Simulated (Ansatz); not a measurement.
# HfO2: the cost of one run

All numbers below are computed with Ansatz 0.2.0 (DFT PBEsol, scalar-relativistic, plane waves, PAW).

3 further runs of the same task are left out: 3 set aside as unsound or not needed. Runs told in other sessions of the task aren't counted.

**1. Starting point**

The cell holds 24 atoms (Hf7NbO16): a = 6.691 Å, b = 7.264 Å, c = 7.264 Å, α = 90.91°, β = 116.23°, γ = 116.23°.

The coordinates of this cell stand in the input of its own run.

The host was relaxed before at PBEsol: a = 5.096 Å, b = 5.177 Å, c = 5.271 Å, α = 90.00°, β = 99.62°, γ = 90.00° (conventional cell), 11.424 Å³/atom.

Places, in fractions of the supercell: Nb in place of Hf at (0.292, 0.013, 0.556). The start keeps the symmetry of the ideal site.

**2. Band edges of the host over the zone**

input.yaml reads:

```yaml
crystal:
  lattice:
    - [5.0956762483, 0.0, -0.0019235202]
    - [0.0, 5.1770571954, 0.0]
    - [-0.8783917821, 0.0, 5.1968912911]
  atoms:
    - { symbol: Hf, position: [0.2771467363, 0.457045836, 0.7081795823] }
    - { symbol: Hf, position: [0.7228532637, 0.957045836, 0.7918204177] }
    - { symbol: Hf, position: [0.7228532637, 0.542954164, 0.2918204177] }
    - { symbol: Hf, position: [0.2771467363, 0.042954164, 0.2081795823] }
    - { symbol: O, position: [0.4471346445, 0.7418166539, 0.9799930266] }
    - { symbol: O, position: [0.5528653555, 0.2418166539, 0.5200069734] }
    - { symbol: O, position: [0.5528653555, 0.2581833461, 0.0200069734] }
    - { symbol: O, position: [0.4471346445, 0.7581833461, 0.4799930266] }
    - { symbol: O, position: [0.0712348915, 0.3373418277, 0.3408778521] }
    - { symbol: O, position: [0.9287651085, 0.8373418277, 0.1591221479] }
    - { symbol: O, position: [0.9287651085, 0.6626581723, 0.6591221479] }
    - { symbol: O, position: [0.0712348915, 0.1626581723, 0.8408778521] }
basis:
  ecutwfc: 420
  xc_grid: 2
kpoints:
  mp_grid: { grid: [4, 4, 4] }
  band_path: { path: [VBM, CBM], npoints: 2 }
hamiltonian:
  xc: pbesol
scf:
  occupations: { method: gaussian, width: 0.02 }
output:
  forces: true
  stress: true
  eigenvalues: true
```

On the command line:

```
$ ansatz run input.yaml --threads 8 --pin off --max-ram 16384MiB --backend cpu --events-out ev --progress --plain --runs-dir out
```

**Question.** How long does this run take on 8 threads of Arm Neoverse V1, shared host, and how much memory does it need?

About 24 s, with a peak of 1.1 GiB.
